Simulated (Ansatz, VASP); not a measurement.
# LiF: VASP beside Ansatz

The input POSCAR:

```
LiF
1.0
    0.0000000000      2.0746666070      1.9468324740
    2.0746666070      0.0000000000      1.9468324740
    2.0746666070      2.0746666070      0.0000000000
Li F
1 1
Direct
    0.0000000000      0.0000000000      0.0000000000
    0.5000000000      0.5000000000      0.5000000000
```

INCAR.step1

```
SYSTEM = LiF
PREC = Accurate
ENCUT = 520
ISMEAR = 0
SIGMA = 0.01
LREAL = .False.
LASPH = .True.
NELM = 80
NBANDS = 12
GGA = PE
ALGO = Normal
EDIFF = 1E-4
LWAVE = .True.
LCHARG = .False.
```

File INCAR.step2:

```
SYSTEM = LiF
PREC = Accurate
ENCUT = 520
EDIFF = 1E-6
ISMEAR = 0
SIGMA = 0.01
LREAL = .False.
LASPH = .True.
NELM = 80
ALGO = Normal
ISIF = 2
LWAVE = .False.
LCHARG = .False.
METAGGA = R2SCAN
LMIXTAU = .True.
NBANDS = 12
ISTART = 1
```

File KPOINTS:

```
regular mesh
0
Gamma
  10 10 10
  0 0 0
```

Input for Ansatz:

```yaml
crystal:
  lattice:
    - [0.0, 2.074666607, 1.946832474]
    - [2.074666607, 0.0, 1.946832474]
    - [2.074666607, 2.074666607, 0.0]
  atoms:
    - { symbol: Li, position: [0.0, 0.0, 0.0] }
    - { symbol: F, position: [0.5, 0.5, 0.5] }
kpoints:
  mp_grid: { grid: [10, 10, 10] }
  band_path:
    path:
      - [0.0, 0.0, 0.0]
      - [0.5, 0.0, 0.5]
      - [0.625, 0.25, 0.625]
      - [0.375, 0.375, 0.75]
      - [0.5, 0.5, 0.5]
      - [0.5, 0.25, 0.75]
    npoints: 1
hamiltonian:
  xc: r2scan
scf:
  occupations: { method: fixed }
  n_extra_bands: 4
output:
  forces: true
  stress: true
  eigenvalues: true
```

Change from the starting cell: epitaxial_xy strain +4.0%.

Alike in both runs: task single point; functional r2SCAN; k mesh 10 × 10 × 10; no spin polarisation.

|  | VASP | Ansatz |
| --- | --- | --- |
| version | VASP 6.6.1 | Ansatz 0.2.0 |
| potentials or method | VASP PAW PBE potentials, release 64 (Li_sv, F) | plane waves, PAW |
| plane-wave cutoff (eV) | 520 | 500 |
| occupations | gaussian, width 0.01 eV | fixed |
| valence electrons in the cell | 10 | 10 |

Ansatz gave:

```
gap on the k mesh at the Fermi level (eV) : 9.76
```

Question: Which values does VASP return?

Answer: gap on the k mesh at the Fermi level (eV): 9.95.

 A k mesh can miss the band edges.
